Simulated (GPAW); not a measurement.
# CdSe (Cadmoselite) (P6_3mc) in GPAW: further runs

Aim: see how the results for CdSe (Cadmoselite) move with the level of theory and the settings. Levels: vdW-DF, PBE. Tasks: band structure, equation of state.

Everything below comes from runs of GPAW 26.7.0. Logs are shortened: lines on timing, memory, paths and dates and some standing lists are left out, and cuts for length are marked. The log counts tension as positive stress, the text compression.

**The experiment to reproduce.**

From a printed reference work, data compilation, for a bulk crystal of CdSe at 2 K: band gap 1.841 eV.

The runs below are set against these values where they give the same quantity.

**1. The structure**

Symmetry: P6_3mc, No. 186, hexagonal system. The conventional cell has a = 4.300 Å, b = 4.300 Å, c = 7.020 Å, α = 90.00°, β = 90.00°, γ = 120.00°. Around Cd (site symmetry 3m) lie 4 Se at 2.61 to 2.70 Å. Se (site symmetry 3m) is surrounded by 4 Cd at 2.61 to 2.70 Å.

**2. Band structure, vdW-DF, spin-orbit coupling, no magnetisation**

File run.py:

```python
import numpy as np
from ase import Atoms
from ase.dft.bandgap import bandgap
from ase.io import write
from gpaw import GPAW, PW
from gpaw.spinorbit import soc_eigenstates

atoms = Atoms(['Cd', 'Cd', 'Se', 'Se'],
              cell=[[4.3, 0.0, 0.0],
                    [-2.15, 3.7239092363, 0.0],
                    [0.0, 0.0, 7.02]],
              scaled_positions=[[0.6666666667, 0.3333333333, 0.5],
                                [0.3333333333, 0.6666666667, 0.0],
                                [0.6666666667, 0.3333333333, 0.885],
                                [0.3333333333, 0.6666666667, 0.385]],
              pbc=True)

calc = GPAW(mode=PW(600),
            xc={'name': 'vdW-DF', 'backend': 'libvdwxc'},
            kpts={'size': (5, 5, 3), 'gamma': True},
            occupations={'name': 'fermi-dirac', 'width': 0.05},
            nbands=31,
            convergence={'density': 1e-05, 'energy': 1e-05},
            maxiter=150,
            txt='gpaw.txt')
atoms.calc = calc
energy = atoms.get_potential_energy()
forces = atoms.get_forces()
calc.write('gs.gpw')
write('result.traj', atoms)
print(f'Energy: {energy:.6f} eV')
print('Forces (eV/A):')
print(forces.round(4))
print('Fermi level:', round(calc.get_fermi_level(), 4), 'eV')
print(f'Gap: {bandgap(calc)[0]:.4f} eV, direct: {bandgap(calc, direct=True)[0]:.4f} eV')

path = atoms.cell.bandpath('GMKGALHA,LM,KH', npoints=60, eps=1e-4)
bs_calc = calc.fixed_density(kpts=path, symmetry='off', nbands=52,
                             convergence={'bands': 'CBM+6.0', 'eigenstates': 1e-6}, txt='bands.txt')
bs = bs_calc.band_structure()
bs.write('bs.json')
print(f'Gap on the path: {bandgap(bs_calc)[0]:.4f} eV')

soc = soc_eigenstates(bs_calc, theta=54.7, phi=45)
np.savetxt('soc_bands.dat', soc.eigenvalues(), fmt='%.4f')
mesh = soc_eigenstates('gs.gpw', theta=54.7, phi=45)
np.savetxt('soc_mesh.dat', mesh.eigenvalues(), fmt='%.4f')
print('Fermi level with spin-orbit coupling:', round(mesh.fermi_level, 4), 'eV')
```

Potentials or basis: GPAW PAW data sets (gpaw-data 1.2.1), pw.

Run with:

```sh
> OMP_NUM_THREADS=1 python run.py
```

gpaw.txt:

```text
__  _  _
 | _ |_)|_||  |
 |__||  | ||/\| - 26.7.0

Input parameters:
  mode=PW(ecut=600.0),
  convergence={'density': 1e-05, 'energy': 1e-05},
  kpts=MonkhorstPack(size=(5, 5, 3), gamma=True),
  maxiter=150,
  nbands=31,
  occupations=Occupations(name='fermi-dirac', width=0.05),
  xc=XC(name='vdW-DF', backend='libvdwxc')

Diagonalizing LCAO Hamiltonian
Converting LCAO to pw mode

            Se

        Se  Cd

        Cd

Atoms  # Å, Bohr magnetons
|   | symbol |         x |        y |        z |    initial magnetic moments |
|---|--------|-----------|----------|----------|-----------------------------|
| 0 |     Cd |  2.150000 | 1.241303 | 3.510000 | ( 0.0000,  0.0000,  0.0000) |
| 1 |     Cd | -0.000000 | 2.482606 | 0.000000 | ( 0.0000,  0.0000,  0.0000) |
| 2 |     Se |  2.150000 | 1.241303 | 6.212700 | ( 0.0000,  0.0000,  0.0000) |
| 3 |     Se | -0.000000 | 2.482606 | 2.702700 | ( 0.0000,  0.0000,  0.0000) |

Unit cell  # Å
| periodic |         x |        y |        z |  lengths |     angles |
|----------|-----------|----------|----------|----------|------------|
|      yes |  4.300000 | 0.000000 | 0.000000 | 4.300000 |  90.000000 |
|      yes | -2.150000 | 3.723909 | 0.000000 | 4.300000 |  90.000000 |
|      yes |  0.000000 | 0.000000 | 7.020000 | 7.020000 | 120.000000 |

Number of symmetries: 6
Symmetry operations  # r_c * U_cc + t_c -> r_c
|   | kind |            matrix            |
|---|------|------------------------------|
| 0 |  σ   |  1, 1, 0,  0,-1, 0,  0, 0, 1 |
| 1 |  E   |  1, 0, 0,  0, 1, 0,  0, 0, 1 |
| 2 |  C3  |  0, 1, 0, -1,-1, 0,  0, 0, 1 |
| 3 |  σ   |  0,-1, 0, -1, 0, 0,  0, 0, 1 |
| 4 |  σ   | -1, 0, 0,  1, 1, 0,  0, 0, 1 |
| 5 |  C3  | -1,-1, 0,  1, 0, 0,  0, 0, 1 |

BZ-sampling:
  Number of BZ points: 75
  Number of IBZ points: 12

  Monkhorst-Pack size: [5, 5, 3]
  Monkhorst-Pack shift: [0, 0, 0]

K-points  # in reciprocal-cell coordinates
|     |                                coordinates |     weight |
|-----|--------------------------------------------|------------|
|   0 | (  0.00000000,   0.00000000,   0.00000000) | 0.01333333 |
|   1 | (  0.00000000,   0.00000000,   0.33333333) | 0.02666667 |
|   2 | (  0.20000000,   0.00000000,  -0.33333333) | 0.08000000 |
|   3 | (  0.20000000,   0.00000000,   0.00000000) | 0.08000000 |
|   4 | (  0.20000000,   0.00000000,   0.33333333) | 0.08000000 |
|   5 | (  0.40000000,  -0.20000000,   0.00000000) | 0.08000000 |
|   6 | (  0.40000000,  -0.20000000,   0.33333333) | 0.16000000 |
|   7 | (  0.40000000,   0.00000000,  -0.33333333) | 0.08000000 |
|   8 | (  0.40000000,   0.00000000,   0.00000000) | 0.08000000 |
|   9 | (  0.40000000,   0.00000000,   0.33333333) | 0.08000000 |
| ... |                                            |            |
|  11 | (  0.40000000,   0.40000000,   0.33333333) | 0.16000000 |

Plane wave coefficients: 3791
Cutoff: 600.0 eV

Spin-components: 1 (collinear spins)
Bands:           31
Projectors:      22
Spin-degeneracy: 2
Datatype:        complex128

Parallelization:
  kpt:    1
  domain: 1
  band:   1

Density:
  Valence electrons: 36.0
  Components: 1
  Grid points: [25 25 40]
  Charge: 0.0  # |e|

Potential:
  Grid points: [25 25 40]

species:
  Cd:
    name:    Cadmium
    Z:       48.0
    valence: 12
    core:    36
    charge:  0.0  # [|e|]
    compensation charges:
      type: gauss
      rc: 0.38  # [Å]
      lmax: 2
    cutoffs:
      filter: 2.12  # [Å]
      core: 2.62  # [Å]
    projectors
    | kind |    occ | energy [eV] | rcut [Å] |
    |------|--------|-------------|----------|
    |   5s |  2.000 |      -5.557 |    1.191 |
    |   5p |  0.000 |      -1.140 |    1.228 |
    |   4d | 10.000 |     -11.696 |    1.164 |
    |    s |        |      21.654 |    1.191 |
    |    p |        |      26.071 |    1.228 |
    |    d |        |      15.516 |    1.164 |

    Using partial waves for Cd as LCAO basis

  Se:
    name:    Selenium
    Z:       34.0
    valence: 6
    core:    28
    charge:  0.0  # [|e|]
    compensation charges:
      type: gauss
      rc: 0.27  # [Å]
      lmax: 2
    cutoffs:
      filter: 1.77  # [Å]
      core: 2.67  # [Å]
    projectors
    | kind |    occ | energy [eV] | rcut [Å] |
    |------|--------|-------------|----------|
    |   4s |  2.000 |     -17.218 |    0.847 |
    |   4p |  4.000 |      -6.473 |    1.005 |
    |    s |        |       9.994 |    0.847 |
    |    p |        |      20.738 |    1.005 |
    |    d |        |       0.000 |    0.847 |

    Using partial waves for Se as LCAO basis

Reference energy: -436574.875030  # eV

eigensolver:
  PPCG
  Converge bands: occupied
  niter=2

density mixing:
  MSR1-Mixer
  Pratt-step length: 0.05
  Maximum mixing coefficient: 0.75
  Old densities: 10
  SVD Regularization: 0.005
  Good broyden scale: 1.0
  Trust region scale: 1.0
  Backstep threshold: 4.0
  History deletion threshold: 6.0
  Fourier metric: weight=20.0, sigma=0.015

occupation numbers:
  Fermi-Dirac:
    width: 0.0500  # eV

poisson solver:
  ecut: 4800.0  # eV

xc functional:
  name: vdW-DF with libvdwxc
  Mode: serial
  Semilocal: GGA_X_PBE_R+LDA_C_PW with 2 nearest neighbor stencil
  Local blocksize: 50 x 50 x 80
  PAW datasets: revPBE

convergence criteria:
- Maximum integral of absolute [dens]ity change: 1e-05 electrons / valence electron
- Maximum [total energy] change in last 3 cyles: 1e-05 eV / valence electron
- Maximum integral of absolute [eigenst]ate change: 4e-08 eV^2 / valence electron
maximum number of iterations: 150

SCF iterations
|iter     | |      energy | eigst |  dens |
|---------|-|-------------|-------|-------|
|iter:   1| | -192.951387 | -0.55 |       |
|iter:   2| | -192.789458 | -2.31 | -1.15 |
|iter:   3| | -192.201949 | -1.43 | -1.19 |
|iter:   4| | -192.205791 | -3.50 | -1.86 |
|iter:   5| | -192.207003 | -3.99 | -2.27 |
|iter:   6| | -192.207033 | -5.65 | -3.28 |
|iter:   7| | -192.207040c| -6.47 | -3.69 |
|iter:   8| | -192.207039c| -7.26 | -4.15 |
|iter:   9| | -192.207039c| -7.49c| -4.67 |
|iter:  10| | -192.207039c| -7.79c| -5.13c|

Converged in 10 steps
Energy contributions relative to reference atoms: (reference = -436574.875030)

Energy contributions:
  Kinetic:          64.670257
  Coulomb:         -58.301441
  Zero:             -0.099468
  External:          0.000000
  Xc:             -198.476379
  Entropy:          -0.000017
  Spinorbit:         0.000000
  ----------------------------
  Free energy:    -192.207048
  Extrapolated:   -192.207039

dipole moment: (0.000004, 0.000010, -18.231778)  # |e|*Ang

Fermi level: 4.074
Eigenvalues  # (at kpt = [0.000, 0.000, 0.000])
| band index |      eig [eV] | occ [0-2] |
|------------|---------------|-----------|
|          0 |        -8.902 |     2.000 |
|        ... |               |           |
|         10 |        -3.944 |     2.000 |
|         11 |        -3.665 |     2.000 |
|         12 |        -0.509 |     2.000 |
|         13 |         2.956 |     2.000 |
|         14 |         2.956 |     2.000 |
|         15 |         3.642 |     2.000 |
[... 8 lines left out ...]
|         24 |        10.724 |     0.000 |
|         25 |        11.428 |     0.000 |
|        ... |               |           |
|         30 |        14.839 |     0.000 |

Gap: 0.779 eV
Transition (v -> c):
  (s=0, k=0, n=17, [0.00, 0.00, 0.00]) -> (s=0, k=0, n=18, [0.00, 0.00, 0.00])
No difference between direct/indirect transitions

Forces  # eV/Ang
|       x |       y |        z |
|---------|---------|----------|
| 0.00000 | 0.00000 |  0.32077 |  # Cd   0
| 0.00000 | 0.00000 |  0.32055 |  # Cd   1
| 0.00000 | 0.00000 | -0.32061 |  # Se   2
| 0.00000 | 0.00000 | -0.32059 |  # Se   3

# Writing to gs.gpw (mode='')
```

stdout:

```text
Energy: -192.207039 eV
Forces (eV/A):
[[ 0.      0.      0.3208]
 [ 0.      0.      0.3205]
 [ 0.      0.     -0.3206]
 [ 0.      0.     -0.3206]]
Fermi level: 4.0738 eV
Gap: 0.7788 eV, direct: 0.7788 eV
Gap on the path: 0.7788 eV
Fermi level with spin-orbit coupling: 4.1275 eV
```

bands.txt:

```text
Diagonalizing LCAO Hamiltonian
Converting LCAO to pw mode
convergence criteria:
- Maximum integral of absolute [eigenst]ate change: 1e-06 eV^2 / valence electron
maximum number of iterations: 150

SCF iterations
|iter     | |      energy | eigst |  dens |
|---------|-|-------------|-------|-------|
[... 67 lines left out ...]
         [0.5       , 0.        , 0.2       ],
         [0.5       , 0.        , 0.1       ],
         [0.5       , 0.        , 0.        ],
         [0.33333333, 0.33333333, 0.        ],
         [0.33333333, 0.33333333, 0.125     ],
         [0.33333333, 0.33333333, 0.25      ],
         [0.33333333, 0.33333333, 0.375     ],
         [0.33333333, 0.33333333, 0.5       ]])),
  maxiter=150,
  nbands=52,
  occupations=Occupations(name='fermi-dirac', width=0.05),
  symmetry=Symmetry(point_group=False, time_reversal=False),
  xc=XC(name='vdW-DF', backend='libvdwxc')
```

Wall time 84 s (1 thread of Intel Xeon Platinum 8488C (Sapphire Rapids), shared host); peak memory 0.54 GiB.

Results:

* Free energy: -192.2070 eV
* Largest force: 0.321 eV/Å
* Band gap on the k mesh: 0.65 eV, direct
* Band gap along the path: 0.65 eV, direct

Forces in eV/Å, atoms in the order of the input:
```
Cd   0.000  0.000  0.321
Cd   0.000  0.000  0.321
Se   0.000  0.000 -0.321
Se   0.000  0.000 -0.321
```

Levels at the corners of the path, in eV from the valence-band top:
| point | band 32 | band 33 | band 34 | band 35 | band 36 | band 37 | band 38 | band 39 | band 40 | band 41 |
| --- | --- | --- | --- | --- | --- | --- | --- | --- | --- | --- |
| Γ | -0.38 | -0.01 | -0.01 | 0.00 | 0.00 | 0.65 | 0.65 | 2.08 | 2.08 | 5.59 |
| M | -1.95 | -1.37 | -1.37 | -0.91 | -0.91 | 3.15 | 3.15 | 3.27 | 3.27 | 4.73 |
| K | -1.97 | -1.92 | -1.87 | -1.77 | -1.77 | 4.33 | 4.33 | 4.53 | 4.72 | 4.76 |
| Γ | -0.38 | -0.01 | -0.01 | 0.00 | 0.00 | 0.65 | 0.65 | 2.08 | 2.08 | 5.59 |
| A | -0.61 | -0.37 | -0.37 | -0.37 | -0.37 | 2.27 | 2.27 | 2.27 | 2.27 | 5.76 |
| L | -1.54 | -1.35 | -1.35 | -1.35 | -1.35 | 2.93 | 2.93 | 2.93 | 2.93 | 4.75 |
| H | -2.53 | -1.19 | -1.19 | -1.14 | -1.14 | 3.71 | 3.71 | 3.78 | 3.78 | 5.79 |
| A | -0.61 | -0.37 | -0.37 | -0.37 | -0.37 | 2.27 | 2.27 | 2.27 | 2.27 | 5.76 |
| L | -1.54 | -1.35 | -1.35 | -1.35 | -1.35 | 2.93 | 2.93 | 2.93 | 2.93 | 4.75 |
| M | -1.95 | -1.37 | -1.37 | -0.91 | -0.91 | 3.15 | 3.15 | 3.27 | 3.27 | 4.73 |
| K | -1.97 | -1.92 | -1.87 | -1.77 | -1.77 | 4.33 | 4.33 | 4.53 | 4.72 | 4.76 |
| H | -2.53 | -1.19 | -1.19 | -1.14 | -1.14 | 3.71 | 3.71 | 3.78 | 3.78 | 5.79 |

Caveat: spin-orbit coupling was added after a scalar SCF, so levels and gaps hold it while energy, forces, pressure and moments don't; this program's spin-orbit splittings come out too wide for heavy elements; the PAW data sets were made with another functional, which shifts forces and pressure a little.

[end of part 1 of 2]
